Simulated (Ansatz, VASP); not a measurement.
## Se: VASP beside Ansatz

Contents of INCAR:

```
SYSTEM = Se
PREC = Accurate ; ENCUT = 520
EDIFF = 1E-6 ; ISMEAR = -1
SIGMA = 0.1 ; LREAL = .FALSE.
LASPH = .TRUE. ; NELM = 60
ALGO = Normal ; ISIF = 2
LWAVE = .FALSE. ; LCHARG = .FALSE.
GGA = RE ; NBANDS = 20
```

KPOINTS

```
Automatic mesh
0
G
  11 11 5
  0 0 0
```

File POSCAR:

```
Se
1.0
    3.6898836061      0.0000000000      0.0000000000
   -1.8449418031      3.1955329399      0.0000000000
    0.0000000000      0.0000000000      6.9545855859
Se
4
Direct
    0.0000000000      0.0000000000      1.0000000000
    1.0000000000      1.0000000000      0.5000000000
    0.3333333333      0.6666666667      0.2500000000
    0.6666666667      0.3333333333      0.7500000000
```

Input for Ansatz:

```yaml
crystal:
  lattice:
    - [3.6898836061, 0.0, 0.0]
    - [-1.8449418031, 3.1955329399, 0.0]
    - [0.0, 0.0, 6.9545855859]
  atoms:
    - { symbol: Se, position: [0.0, 0.0, 1.0] }
    - { symbol: Se, position: [1.0, 1.0, 0.5] }
    - { symbol: Se, position: [0.3333333333, 0.6666666667, 0.25] }
    - { symbol: Se, position: [0.6666666667, 0.3333333333, 0.75] }
hamiltonian:
  xc: revpbe
  pseudopotentials:
    kind: paw
    azcp:
      Se: "pseudopotentials/Se.paw.azcp"
basis:
  ecutwfc: 420
  fft_grid_basis: typed
kpoints:
  mp_grid: { grid: [11, 11, 5], shift: [0, 0, 0] }
magnetization:
  spin_polarized: false
scf:
  occupations: { method: fermi_dirac, width: 0.1 }
  lower_state_search: "off"
output:
  stress: true
  write_density: true
  write_potential: true
  elf: true
  volumetric_format: npy
```

Alike in both runs: task single point; functional revPBE; k mesh 11 × 11 × 5; occupations fermi-dirac, width 0.1 eV; no spin polarisation.

```csv
,VASP,Ansatz
version,VASP 6.6.1,Ansatz 0.2.0
potentials or method,"VASP PAW PBE potentials, release 64 (Se)","plane waves (420 eV) with PAW, scalar-relativistic"
plane-wave cutoff (eV),520,420
valence electrons in the cell,24,64
```

Ansatz gave:

```
pressure (GPa)                                  : 10.4
largest component of the traceless stress (GPa) : 3.20
```

Task: Estimate VASP's values.

Result: Pressure (GPa): 10.5; largest component of the traceless stress (GPa): 3.21.

The functional is the same, so the differences come from potentials, cutoffs and numerics. The two sets of potentials don't hold the same shells in valence.

Caveats: the PAW data sets were made with another functional, which shifts forces and pressure a little (VASP).
